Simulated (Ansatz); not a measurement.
KBr:

```
CELL_PARAMETERS angstrom
0.00000 3.30000 3.30000
3.30000 0.00000 3.30000
3.30000 3.30000 0.00000
ATOMIC_POSITIONS crystal
Br 0.50000 0.50000 0.50000
K 0.00000 0.00000 0.00000
```

Base run:

| Quantity | Value |
| --- | --- |
| Program | Ansatz 0.2.0 |
| Functional | HSE06 |
| Potentials or basis | Ansatz PAW |
| Cutoff | 420 eV |
| Density cutoff | 1680 eV |
| k mesh | 4 × 4 × 4 |
| Occupations | fermi-dirac, width 0.05 eV |
| Spin | no spin polarisation |

Its results: band gap on the k mesh 5.60 eV, direct.

**Question.** The run is repeated on the same cell with these changes: functional from HSE06 to r2SCAN-EpsX; cutoff from 420 eV to 500 eV; density cutoff from 1680 eV to 2000 eV. What comes out?

**Answer.** Band gap on the k mesh 7.66 eV, direct.

Not every run made on this cell is shown here.
